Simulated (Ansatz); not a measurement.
Structure: a 4-atom cell of LiCl (P6_3mc) from a materials database, at its r2SCAN minimum. It is hexagonal, P6_3mc (No. 186); conventional cell a = 3.894 Å, c = 6.226 Å, 20.44 Å³ an atom. Around Li lie 4 Cl at 2.37 Å; around Cl lie 4 Li at 2.37 Å.

The questions ask for values computed with Ansatz 0.2.0 on this geometry. Calculated for a static, non-magnetic cell.

Given (12×12×4 mesh): PBE gives a direct gap of 6.02 eV at Γ.

Question: Estimate the gap with DDH-PBE0 on 6×6×4.

Answer: The DDH-PBE0 gap is direct at Γ: 9.37 eV. The share of exact exchange is 0.404. The gap differs by +3.35 eV from PBE's.

Question: Estimate the gap with LC-ωPBE on 6×6×4.

Answer: The LC-ωPBE gap is direct at Γ: 12.69 eV. The gap differs by +6.67 eV from PBE's.

Question: Order these levels by the gap that they give, smallest first.
A. HSE06
B. r2SCAN
C. r2SCAN0
D. PBE
E. PBE0
F. LC-ωPBE
G. DDH-PBE0
H. LDA

Answer: H (5.60 eV), D (6.02 eV), B (6.69 eV), A (7.35 eV), E (8.08 eV), C (8.43 eV), G (9.37 eV), F (12.69 eV).

Question: What does G0W0@PBE with 605 empty bands, a screening cutoff of 220 eV and a 6×6×2 mesh give?

Answer: 8.83 eV (the shift on the mesh added to PBE's least gap). The quasiparticle gap on this mesh is 8.83 eV (direct at Γ), against 6.02 eV from PBE: +2.81 eV. Renormalisation factors Z lie between 0.80 and 0.86. G0W0 here is at a finite number of bands, screening cutoff and k mesh, not at the basis limit.

Question: Going by these computed values, what does each step up buy?

Answer: r2SCAN covers 50 % of the step from PBE to HSE06, while HSE06 needs about 8 times r2SCAN's cost (on a coarser mesh). Among these functionals the gap stays direct.

The meshes of the hybrids are coarse, so their gaps aren't converged to the digits shown.
